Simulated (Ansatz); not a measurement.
Method: DFT PBE, scalar-relativistic, plane waves, PAW (Ansatz 0.2.0). All cells share a 420 eV cutoff and Γ-centred k meshes spaced at most about 0.3 Å⁻¹ (about 0.25 or finer for metals, 2π included). No spin polarisation.

All energies are static (0 K, no zero-point motion).

Compare these two cells of InGa2P3, each relaxed at this level.

A.

```yaml
crystal:
  lattice:
    - [-1.99426, 1.99426, 8.53460]
    - [1.99426, -1.99426, 8.53460]
    - [1.99426, 1.99426, -8.53460]
  atoms:
    - { symbol: In, position: [0.00000, 0.00000, 0.00000] }
    - { symbol: Ga, position: [0.67087, 0.67087, 0.00000] }
    - { symbol: Ga, position: [0.32913, 0.32913, 0.00000] }
    - { symbol: P, position: [0.90741, 0.40741, 0.50000] }
    - { symbol: P, position: [0.25000, 0.75000, 0.50000] }
    - { symbol: P, position: [0.59259, 0.09259, 0.50000] }
```

B.

```yaml
crystal:
  lattice:
    - [-1.87917, 1.87917, 7.92119]
    - [1.87917, -1.87917, 7.92119]
    - [1.87917, 1.87917, -7.92119]
  atoms:
    - { symbol: In, position: [0.50000, 0.50000, 0.00000] }
    - { symbol: Ga, position: [0.83239, 0.83239, 0.00000] }
    - { symbol: Ga, position: [0.16761, 0.16761, 0.00000] }
    - { symbol: P, position: [0.00000, 0.00000, 0.00000] }
    - { symbol: P, position: [0.67217, 0.67217, 0.00000] }
    - { symbol: P, position: [0.32782, 0.32782, 0.00000] }
```

Question: Which form is favoured at zero pressure, and by what margin per atom?

Answer: A is lower, by 0.37 eV/atom. A has In and Ga ordered on zinc blende sites, space group I-4m2 (No. 119), 22.6 Å³/atom and a gap of 0.99 eV on its mesh; B has In and Ga ordered on rock salt sites, space group I4/mmm (No. 139), 18.6 Å³/atom and no gap. Counting P atoms around Ga and In (those within 1.25 times the shortest such distance or 1.15 times the sum of covalent radii), A has In 4, Ga 4 and B has In 6, Ga 6. The lower one is the more open, so pressure narrows the difference. Both come from invented guesses.

Kohn–Sham gaps at this level usually fall short of measured ones. Cells relaxed within their symmetry can be saddle points.
